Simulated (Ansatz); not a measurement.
Stationary points along a deformation path in W

Theory: Ansatz, DFT PBE, scalar-relativistic, plane waves, PAW. The runs took a 420 eV cutoff, a Γ-centred 22×22×22 mesh and Methfessel–Paxton smearing (0.2 eV). Spin–orbit coupling is left out, which can shift energies with elements as heavy as these. No spin polarisation. Energies are free energies at this smearing, counted from the undisturbed cell; pressure is positive in compression.

Zero of the scan (as given, not relaxed at this level; it stands at -4.9 GPa; this fcc form isn't the usual structure):

```
W
1.0
     0.00000    2.03000    2.03000
     2.03000    0.00000    2.03000
     2.03000    2.03000    0.00000
W
1
Direct
  0.00000 0.00000 0.00000
```

At fixed volume and fractional coordinates, lengths along (0.000, 0.000, 1.000) are scaled against those across it; ρ is that ratio over its starting value. V = 16.731 Å³/atom. Δσ is the stress along the axis less the mean stress across it (compression positive).

| ρ | ΔE (meV/atom) | Δσ (GPa) | space group |
| --- | --- | --- | --- |
| 0.650 | -395.3 | 24.70 | I4/mmm |
| 0.707 | -466.7 | 0.04 | Im-3m |
| 0.780 | -381.2 | -23.37 | I4/mmm |
| 0.850 | -218.3 | -28.78 | I4/mmm |
| 0.920 | -71.6 | -22.33 | I4/mmm |
| 0.960 | -18.6 | -12.70 | I4/mmm |
| 1.000 | 0.0 | 0.00 | Fm-3m |
| 1.050 | -22.3 | 11.34 | I4/mmm |
| 1.100 | -61.3 | 11.48 | I4/mmm |
| 1.200 | -103.2 | 0.02 | I4/mmm |
| 1.300 | -49.7 | -21.38 | I4/mmm |
| 1.414 | 165.0 | -51.91 | I4/mmm |
| 1.500 | 425.6 | -74.79 | I4/mmm |

Question: How does the stress give the slope of the energy, and where is the energy stationary?

Answer: Along the path d ln(length) is 2/3 d ln ρ on the axis and −1/3 d ln ρ across it, so dE/d ln ρ = −(2/3) V Δσ: the energy falls with ρ where Δσ is positive. Δσ vanishes or changes sign at ρ = 0.707 (Im-3m), a minimum at -466.7 meV/atom; at ρ = 1.000 (Fm-3m), a maximum at 0.0 meV/atom; at ρ = 1.200 (I4/mmm), a minimum at -103.2 meV/atom. Pairs of stationary points between two samples would go unseen, and could change a minimum read from distant neighbours into a maximum. At ρ = 0.707, 1.000 the cell is cubic, where symmetry alone makes the stress isotropic and the slope zero.

Question: Which shear constant sets the curvature at ρ = 1?

Answer: For a cubic crystal E/V = (2/3) C (ln ρ)² with C = C′ = (C11 − C12)/2, so Δσ = −2C ln ρ. The parabola of Δσ against ln ρ through ρ = 0.960, 1 and 1.050 gives C ≈ -138 GPa with the ions clamped, rough because the steps are large. It is the stress–strain coefficient at this cell's pressure of -4.9 GPa, not the zero-pressure constant. It is negative, so the cubic cell is unstable to this shear.

Question: Integrate that slope from ρ = 1 to 1.200 by the trapezoid rule.

Answer: With V/N in Å³ and 1 eV/Å³ = 160.2 GPa the slopes at ρ = 1.000, 1.050, 1.100, 1.200 are 0, -789, -799, -1 meV/atom per unit of ln ρ. The steps add (-19.3) + (-36.9) + (-34.8) = -91.0 meV/atom, against -103.2 from the energies; the trapezoid rule misses the curvature of the slope within each step.

Question: Is the start the lowest point of the path?

Answer: No: ρ = 0.707 lies 466.7 meV/atom lower, with no sampled rise above the start on the way. Volume and inner coordinates are held, so a relaxed structure there would lie lower still.

In a metal these slopes depend on the k mesh and the smearing.

Cost: 13 runs of about 0.97 core-minutes in all, on Intel Xeon 6975P-C (Granite Rapids) (shared hosts).